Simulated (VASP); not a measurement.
# ZnS (F-43m) in VASP: further runs

The runs below take ZnS through relaxation of cell and atoms, with PBEsol.

All numbers are computed with VASP 6.6.1; they aren't measurements. Logs are shortened: lines on timing, memory, paths and dates and some standing lists are left out, and cuts for length are marked.

### 1 The structure

The structure is cubic, space group F-43m (No. 216). The conventional cell has a = 5.404 Å, b = 5.404 Å, c = 5.404 Å, α = 90.00°, β = 90.00°, γ = 90.00°. Zn (site symmetry -43m) has 4 S at 2.34 Å as nearest neighbours. S (site symmetry -43m) is surrounded by 4 Zn at 2.34 Å.

### 2 Relaxation of cell and atoms, PBEsol

Contents of INCAR:

```
  ALGO = Normal
  EDIFF = 1E-6
  EDIFFG = -0.01
  ENCUT = 600
  GGA = PS
  IBRION = 2
  ISIF = 3
  ISMEAR = 0
  LASPH = True
  LCHARG = False
  LREAL = False
  LWAVE = False
  NELM = 80
  NSW = 90
  PREC = Accurate
  SIGMA = 0.03
```

Contents of KPOINTS:

```
k-points
0
Gamma
  10 10 10
```

Contents of POSCAR:

```
ZnS
1.0
    0.0000000000      2.7020000000      2.7020000000
    2.7020000000      0.0000000000      2.7020000000
    2.7020000000      2.7020000000      0.0000000000
Zn S
1 1
Direct
    0.2500000000      0.2500000000      0.2500000000
    0.0000000000      0.0000000000      0.0000000000
```

Potentials or basis: VASP PAW PBE potentials, release 64 (Zn, S).

The run is started by

```sh
> cat potpaw_PBE.64/Zn/POTCAR potpaw_PBE.64/S/POTCAR > POTCAR
> mpirun -np 1 vasp_std > vasp.out
```

OUTCAR:

```text
EDIFF = 1E-6
   EDIFFG = -0.01
   ENCUT = 600
   GGA = PS
   IBRION = 2
   ISIF = 3
   ISMEAR = 0
   LASPH = True
   LREAL = False
   NELM = 80
   NSW = 90
   PREC = Accurate

 ion  position               nearest neighbor table
   1  0.250  0.250  0.250-   2 2.34   2 2.34   2 2.34   2 2.34
   2  0.000  0.000  0.000-   1 2.34   1 2.34   1 2.34   1 2.34

  LATTYP: Found a face centered cubic cell.
 ALAT       =     5.4040000000

  Lattice vectors:

 A1 = (   0.0000000000,   2.7020000000,   2.7020000000)
 A2 = (   2.7020000000,   0.0000000000,   2.7020000000)
 A3 = (   2.7020000000,   2.7020000000,   0.0000000000)

Analysis of symmetry for initial positions (statically):
=====================================================================
 Subroutine PRICEL returns:
 Original cell was already a primitive cell.

 Routine SETGRP: Setting up the symmetry group for a
 face centered cubic supercell.

 Subroutine GETGRP returns: Found 24 space group operations
 (whereof 24 operations were pure point group operations)
 out of a pool of 48 trial point group operations.

The static configuration has the point symmetry T_d .

Analysis of symmetry for dynamics (positions and initial velocities):
=====================================================================
 Subroutine PRICEL returns:
 Original cell was already a primitive cell.

 Routine SETGRP: Setting up the symmetry group for a
 face centered cubic supercell.

 Subroutine GETGRP returns: Found 24 space group operations
 (whereof 24 operations were pure point group operations)
 out of a pool of 48 trial point group operations.

The dynamic configuration has the point symmetry T_d .

 Subroutine INISYM returns: Found 24 space group operations
 (whereof 24 operations are pure point group operations),
 and found     1 'primitive' translations

----------------------------------------------------------------------------------------

                                     Primitive cell

  volume of cell :      39.4535

  direct lattice vectors                    reciprocal lattice vectors
     0.000000000  2.702000000  2.702000000    -0.185048113  0.185048113  0.185048113
     2.702000000  0.000000000  2.702000000     0.185048113 -0.185048113  0.185048113
     2.702000000  2.702000000  0.000000000     0.185048113  0.185048113 -0.185048113

  length of vectors
     3.821205046  3.821205046  3.821205046     0.320512733  0.320512733  0.320512733

  position of ions in fractional coordinates (direct lattice)
     0.250000000  0.250000000  0.250000000
     0.000000000  0.000000000  0.000000000

  ion indices of the primitive-cell ions
   primitive index   ion index
                 1           1
                 2           2

----------------------------------------------------------------------------------------

 KPOINTS: k-points

Automatic generation of k-mesh.
 Grid dimensions read from file:
 generate k-points for:   10   10   10

 Generating k-lattice:

  Cartesian coordinates                     Fractional coordinates (reciprocal lattice)
    -0.018504811  0.018504811  0.018504811     0.100000000  0.000000000  0.000000000
     0.018504811 -0.018504811  0.018504811     0.000000000  0.100000000  0.000000000
     0.018504811  0.018504811 -0.018504811     0.000000000  0.000000000  0.100000000

  Length of vectors
     0.032051273  0.032051273  0.032051273

  Shift w.r.t. Gamma in fractional coordinates (k-lattice)
     0.000000000  0.000000000  0.000000000

 Subroutine IBZKPT returns following result:
 ===========================================

 Found     47 irreducible k-points:

 Following reciprocal coordinates:
            Coordinates               Weight
  0.000000  0.000000  0.000000      1.000000
  0.100000  0.000000  0.000000      8.000000
  0.200000  0.000000  0.000000      8.000000
  0.300000  0.000000  0.000000      8.000000
  0.400000  0.000000  0.000000      8.000000
  0.500000  0.000000  0.000000      4.000000
[... 16 lines left out ...]
  0.300000  0.300000  0.000000      6.000000
  0.400000  0.300000  0.000000     24.000000
 [... further k-points ...]
   k-points           NKPTS =     47   k-points in BZ     NKDIM =     47   number of bands    NBANDS=     13
   number of dos      NEDOS =    301   number of ions     NIONS =      2
   total plane-waves  NPLWV =  32768
   dimension x,y,z NGX =    32 NGY =   32 NGZ =   32
   dimension x,y,z NGXF=    64 NGYF=   64 NGZF=   64
   ions per type =               1   1
   NGX,Y,Z   is equivalent  to a cutoff of  13.92, 13.92, 13.92 a.u.
   NGXF,Y,Z  is equivalent  to a cutoff of  27.84, 27.84, 27.84 a.u.
 SYSTEM =  unknown system
   PREC   = accura    normal or accurate (medium, high low for compatibility)
   ISTART =      0    job   : 0-new  1-cont  2-samecut
   ICHARG =      2    charge: 1-file 2-atom 10-const
   ISPIN  =      1    spin polarized calculation?
   LNONCOLLINEAR =      F non collinear calculations
   LSORBIT =      F    spin-orbit coupling
   LASPH  =      T    aspherical Exc in radial PAW
   ENCUT  =  600.0 eV  44.10 Ry    6.64 a.u.   7.63  7.63  7.63*2*pi/ulx,y,z
   NELM   =     80;   NELMIN=  2; NELMDL= -5     # of ELM steps
   EDIFF  = 0.1E-05   stopping-criterion for ELM
   LREAL  =      F    real-space projection
   EDIFFG = -.1E-01   stopping-criterion for IOM
   NSW    =     90    number of steps for IOM
   IBRION =      2    ionic relax: 0-MD 1-quasi-New 2-CG
   NFREE  =      1    steps in history (QN), initial steepest desc. (CG)
   ISIF   =      3    stress and relaxation
   ISYM   =      2    0-nonsym 1-usesym 2-fastsym
   POTIM  = 0.5000    time-step for ionic-motion
   TEBEG  =    0.0;   TEEND  =   0.0 temperature during run
   PSTRESS=    0.0 pullay stress
   NELECT =      18.0000    total number of electrons
   NUPDOWN=      -1.0000    fix difference up-down
   EMIN   =  10.00;   EMAX   =-10.00  energy-range for DOS
   EFERMI =   0.00;   METHOD = LEGACY
   ISMEAR =     0;   SIGMA  =   0.03  broadening in eV -4-tet -1-fermi 0-gaus
   EFERMI_NEDOS =   21; number of points for ismear=-14 and -15
   IALGO  =     38    algorithm
   IMIX   =      4    mixing-type and parameters
     AMIX     =   0.40;   BMIX     =  1.00
     AMIX_MAG =   1.60;   BMIX_MAG =  1.00
  volume/ion in A,a.u.               =      19.73       133.12
  Fermi-wavevector in a.u.,A,eV,Ry     =   1.260290  2.381602 21.610537  1.588330
  Thomas-Fermi vector in A             =   2.393807
   LORBIT       =      0    0 simple, 1 ext, 2 COOP (PROOUT), +10 PAW based schemes
   GGA     = PS    functional components
   LHFCALC =     F    Hartree Fock is set to
   AEXX    =    0.0000 exact exchange contribution
   IVDW    =     0    specifies the selected vdW correction
   LEPSILON=     F    determine dielectric tensor
   LRPA    =     F    only Hartree local field effects (RPA)
 conjugate gradient relaxation of ions
 non-spin polarized calculation
 Gauss-broadening in eV      SIGMA  =   0.03
  energy-cutoff  :      600.00
  volume of cell :       39.45
 maximum number of plane-waves:      1363
   NGX = 15   NGY = 15   NGZ = 15

--------------------------------------- Ionic step        1  -------------------------------------------

 number of electron      17.9999998 magnetization

 Free energy of the ion-electron system (eV)
  ---------------------------------------------------
  ext. energy  EPLUGINS =         0.00000000
  ---------------------------------------------------
  free energy    TOTEN  =        -7.58393353 eV

  energy without entropy =       -7.58393353  energy(sigma->0) =       -7.58393353

------------------------ aborting loop because EDIFF is reached ----------------------------------------

  FORCE on cell =-STRESS in cart. coord.  units (eV):
  Direction    XX          YY          ZZ          XY          YZ          ZX
  --------------------------------------------------------------------------------------
  -------------------------------------------------------------------------------------
  Total       -0.4264507     -0.4264507     -0.4264507      0.0000000     -0.0000000     -0.0000000
  in kB      -17.3178277    -17.3178277    -17.3178277      0.0000000     -0.0000000     -0.0000000
  external PRESSURE =     -17.3178277 kB  Pullay stress =       0.0000000 kB

 VOLUME and BASIS-vectors are now :
 -----------------------------------------------------------------------------
  energy-cutoff  :      600.00
  volume of cell :       39.45
      direct lattice vectors                 reciprocal lattice vectors
     0.000000000  2.702000000  2.702000000    -0.185048113  0.185048113  0.185048113
     2.702000000  0.000000000  2.702000000     0.185048113 -0.185048113  0.185048113
     2.702000000  2.702000000  0.000000000     0.185048113  0.185048113 -0.185048113
[... 37 lines left out ...]
 POSITION                                       TOTAL-FORCE (eV/Angst)
 -----------------------------------------------------------------------------------
      1.33710      1.33710      1.33710         0.000000      0.000000      0.000000
      5.34841      2.67421      2.67421        -0.000000     -0.000000     -0.000000
 -----------------------------------------------------------------------------------
    total drift:                               -0.000000     -0.000000     -0.000000

  FREE ENERGIE OF THE ION-ELECTRON SYSTEM (eV)
  ---------------------------------------------------
  free  energy   TOTEN  =        -7.5888246787 eV

  energy  without entropy=       -7.5888246787  energy(sigma->0) =       -7.58882468

--------------------------------------- Ionic step        3  -------------------------------------------

 number of electron      17.9999989 magnetization

 Free energy of the ion-electron system (eV)
  ---------------------------------------------------
  ext. energy  EPLUGINS =         0.00000000
  ---------------------------------------------------
  free energy    TOTEN  =        -7.58928851 eV

  energy without entropy =       -7.58928851  energy(sigma->0) =       -7.58928851

 E-fermi :   2.4429     XC(G=0):  -9.9635

 val. band max:        2.2414848413   @ k =   0.0000   0.0000   0.0000
 cond. band min:       4.3244000255   @ k =   0.0000   0.0000   0.0000
 fundamental gap:      2.0829151842
 Fermi energy:         2.4428758882

 k-point     1 :       0.0000    0.0000    0.0000
  band No.  band energies     occupation
      1     -11.0858      2.00000
      2      -4.2312      2.00000
      3      -4.2312      2.00000
      4      -4.2312      2.00000
      5      -3.7030      2.00000
      6      -3.7030      2.00000
      7       2.2415      2.00000
      8       2.2415      2.00000
      9       2.2415      2.00000
     10       4.3244      0.00000
     11       8.5318      0.00000
     12       8.5318      0.00000
     13       8.5318      0.00000

 k-point     2 :       0.1000    0.0000    0.0000
  band No.  band energies     occupation
      1     -11.0058      2.00000
      2      -4.2338      2.00000
      3      -4.2166      2.00000
      4      -4.2166      2.00000
      5      -3.7044      2.00000
      6      -3.7044      2.00000
      7       1.4176      2.00000
      8       2.1381      2.00000
      9       2.1381      2.00000
     10       4.9521      0.00000
     11       8.4442      0.00000
[... 339 lines left out ...]
 k-point    24 :       0.4000    0.3000    0.0000
  band No.  band energies     occupation
      1     -10.0631      2.00000
      2      -4.2754      2.00000
      3      -3.9722      2.00000
      4      -3.9642      2.00000
      5      -3.6827      2.00000
      6      -3.6417      2.00000
      7      -1.6141      2.00000
      8       0.1474      2.00000
      9       0.3705      2.00000
     10       6.1192      0.00000
     11       6.8705      0.00000
     12      10.9830      0.00000
     13      11.9666      0.00000

 [... further k-points ...]

------------------------ aborting loop because EDIFF is reached ----------------------------------------

  FORCE on cell =-STRESS in cart. coord.  units (eV):
  Direction    XX          YY          ZZ          XY          YZ          ZX
  --------------------------------------------------------------------------------------
  -------------------------------------------------------------------------------------
  Total       -0.0075650     -0.0075650     -0.0075650      0.0000000      0.0000000      0.0000000
  in kB       -0.3147178     -0.3147178     -0.3147178      0.0000000      0.0000000      0.0000000
  external PRESSURE =      -0.3147178 kB  Pullay stress =       0.0000000 kB

 VOLUME and BASIS-vectors are now :
 -----------------------------------------------------------------------------
  energy-cutoff  :      600.00
  volume of cell :       38.51
      direct lattice vectors                 reciprocal lattice vectors
     0.000000000  2.680331439  2.680331439    -0.186544094  0.186544094  0.186544094
     2.680331439 -0.000000000  2.680331439     0.186544094 -0.186544094  0.186544094
     2.680331439  2.680331439  0.000000000     0.186544094  0.186544094 -0.186544094

 POSITION                                       TOTAL-FORCE (eV/Angst)
 -----------------------------------------------------------------------------------
      1.34017      1.34017      1.34017        -0.000000     -0.000000     -0.000000
      0.00000      0.00000      0.00000         0.000000      0.000000      0.000000
 -----------------------------------------------------------------------------------
    total drift:                               -0.000000     -0.000000     -0.000001

  FREE ENERGIE OF THE ION-ELECTRON SYSTEM (eV)
  ---------------------------------------------------
  free  energy   TOTEN  =        -7.5892885087 eV

  energy  without entropy=       -7.5892885087  energy(sigma->0) =       -7.58928851

 reached required accuracy - stopping structural energy minimisation
```

Wall time 30 s (1 thread of AMD EPYC 9R45 (Zen 5), shared host); peak memory 0.17 GiB.

Results:

| Property | Result |
| --- | --- |
| Free energy | -7.5893 eV |
| Relaxed volume | 19.26 Å³/atom |
| Relaxed cell | a = 3.791 Å, b = 3.791 Å, c = 3.791 Å, α = 60.00°, β = 60.00°, γ = 60.00° |
| Space group after relaxing (to 0.05 Å) | F-43m (No. 216) |
| Energy gained by relaxing | 2.7 meV/atom |
| Ionic steps | 3 |
| Pressure after relaxing | 0.0 GPa |
| Band gap on the k mesh | 2.08 eV, direct |

The path:
```tsv
step	energy change (eV)	largest force (eV/Å)	pressure (GPa)	volume (Å³)
1	0.0000	0.0000	-1.73	39.45
2	-0.0049	0.0000	0.60	38.25
3	-0.0054	0.0000	-0.03	38.51
```

Final structure:
```
Zn S
1.0
     0.00000    2.68033    2.68033
     2.68033    0.00000    2.68033
     2.68033    2.68033    0.00000
Zn S
1 1
Direct
  0.25000 0.25000 0.25000
  0.00000 0.00000 0.00000
```

Levels at points of the mesh, in eV from the valence-band top:
```tsv
k point	band 6	band 7	band 8	band 9	band 10	band 11	band 12	band 13
(0.00, 0.00, 0.00)	-5.94	0.00	0.00	0.00	2.08	6.29	6.29	6.29
(0.50, 0.00, 0.00)	-5.74	-5.52	-0.91	-0.91	3.24	6.82	6.82	8.79
(0.50, 0.50, 0.00)	-5.72	-4.70	-2.34	-2.34	3.18	3.96	11.00	12.04
```

Caveat: the PAW data sets were made with another functional, which shifts forces and pressure a little. PBEsol gaps usually lie below the measured ones, often by a third to a half.

### 3 Relaxation of cell and atoms, PBEsol

This run uses another cell than the first one, of 19.26 Å³/atom, 0.976 times its volume.

INCAR, as its differences from that of step 2:

```diff
@@ -1,4 +1,4 @@
   ALGO = Normal
-  EDIFF = 1E-6
-  EDIFFG = -0.01
+  EDIFF = 1E-7
+  EDIFFG = -0.005
   ENCUT = 600
```

KPOINTS is that of step 2.

Contents of POSCAR:

```
ZnS                                     
1.0
    0.0000000000      2.6803314388      2.6803314388
    2.6803314388     -0.0000000000      2.6803314388
    2.6803314388      2.6803314388      0.0000000000
  Zn              S             
     1     1
Direct
     0.2500000000000000    0.2500000000000000    0.2500000000000000
     0.0000000000000000    0.0000000000000000    0.0000000000000000
```

Potentials or basis: VASP PAW PBE potentials, release 64 (Zn, S).

The run is started by

```sh
> cat potpaw_PBE.64/Zn/POTCAR potpaw_PBE.64/S/POTCAR > POTCAR
> mpirun -np 1 vasp_std > vasp.out
```

OUTCAR:

```text
EDIFF = 1E-7
   EDIFFG = -0.005
   ENCUT = 600
   GGA = PS
   IBRION = 2
   ISIF = 3
   ISMEAR = 0
   LASPH = True
   LREAL = False
   NELM = 80
   NSW = 90
   PREC = Accurate

 ion  position               nearest neighbor table
   1  0.250  0.250  0.250-   2 2.32   2 2.32   2 2.32   2 2.32
   2  0.000  0.000  0.000-   1 2.32   1 2.32   1 2.32   1 2.32

  LATTYP: Found a face centered cubic cell.
 ALAT       =     5.3606628776

  Lattice vectors:

 A1 = (   0.0000000000,   2.6803314388,   2.6803314388)
[... 573 lines left out ...]

  FORCE on cell =-STRESS in cart. coord.  units (eV):
  Direction    XX          YY          ZZ          XY          YZ          ZX
  --------------------------------------------------------------------------------------
  -------------------------------------------------------------------------------------
  Total        0.0042992      0.0042992      0.0042992     -0.0000000     -0.0000000      0.0000000
  in kB        0.1788547      0.1788547      0.1788547     -0.0000000     -0.0000000      0.0000000
  external PRESSURE =       0.1788547 kB  Pullay stress =       0.0000000 kB

 VOLUME and BASIS-vectors are now :
 -----------------------------------------------------------------------------
  energy-cutoff  :      600.00
  volume of cell :       38.51
      direct lattice vectors                 reciprocal lattice vectors
     0.000000000  2.680331439  2.680331439    -0.186544094  0.186544094  0.186544094
     2.680331439  0.000000000  2.680331439     0.186544094 -0.186544094  0.186544094
     2.680331439  2.680331439  0.000000000     0.186544094  0.186544094 -0.186544094

 POSITION                                       TOTAL-FORCE (eV/Angst)
 -----------------------------------------------------------------------------------
      1.34017      1.34017      1.34017        -0.000000     -0.000000     -0.000000
      0.00000      0.00000      0.00000         0.000000      0.000000      0.000000
 -----------------------------------------------------------------------------------
    total drift:                               -0.000000     -0.000000     -0.000000

  FREE ENERGIE OF THE ION-ELECTRON SYSTEM (eV)
  ---------------------------------------------------
  free  energy   TOTEN  =        -7.5891278871 eV

  energy  without entropy=       -7.5891278871  energy(sigma->0) =       -7.58912789

 reached required accuracy - stopping structural energy minimisation
```

CONTCAR:

```text
ZnS
   1.00000000000000
     0.0000000000000000    2.6803314388000001    2.6803314388000001
     2.6803314388000001    0.0000000000000000    2.6803314388000001
     2.6803314388000001    2.6803314388000001    0.0000000000000000
  Zn              S
     1     1
Direct
     0.2500000000000000    0.2500000000000000    0.2500000000000000
     0.0000000000000000    0.0000000000000000    0.0000000000000000

  0.00000000E+00  0.00000000E+00  0.00000000E+00
  0.00000000E+00  0.00000000E+00  0.00000000E+00
```

Run time: 14 s. Hardware: 1 thread of AMD EPYC 9R45 (Zen 5), shared host; peak memory 0.15 GiB.

What came out:

```
Free energy             : -7.5891 eV
Pressure after relaxing : 0.0 GPa
Band gap on the k mesh  : 2.08 eV, direct
```

Final structure:
```
Zn S
1.0
     0.00000    2.68033    2.68033
     2.68033    0.00000    2.68033
     2.68033    2.68033    0.00000
Zn S
1 1
Direct
  0.25000 0.25000 0.25000
  0.00000 0.00000 0.00000
```

Levels at points of the mesh, in eV from the valence-band top:
| k point | band 6 | band 7 | band 8 | band 9 | band 10 | band 11 | band 12 | band 13 |
| --- | --- | --- | --- | --- | --- | --- | --- | --- |
| (0.00, 0.00, 0.00) | -5.94 | 0.00 | 0.00 | 0.00 | 2.08 | 6.29 | 6.29 | 6.29 |
| (0.50, 0.00, 0.00) | -5.74 | -5.52 | -0.91 | -0.91 | 3.24 | 6.82 | 6.82 | 8.79 |
| (0.50, 0.50, 0.00) | -5.72 | -4.70 | -2.34 | -2.34 | 3.18 | 3.96 | 11.00 | 12.04 |

Caveat: the relaxation stopped at its first step, so nothing moved; the PAW data sets were made with another functional, which shifts forces and pressure a little.
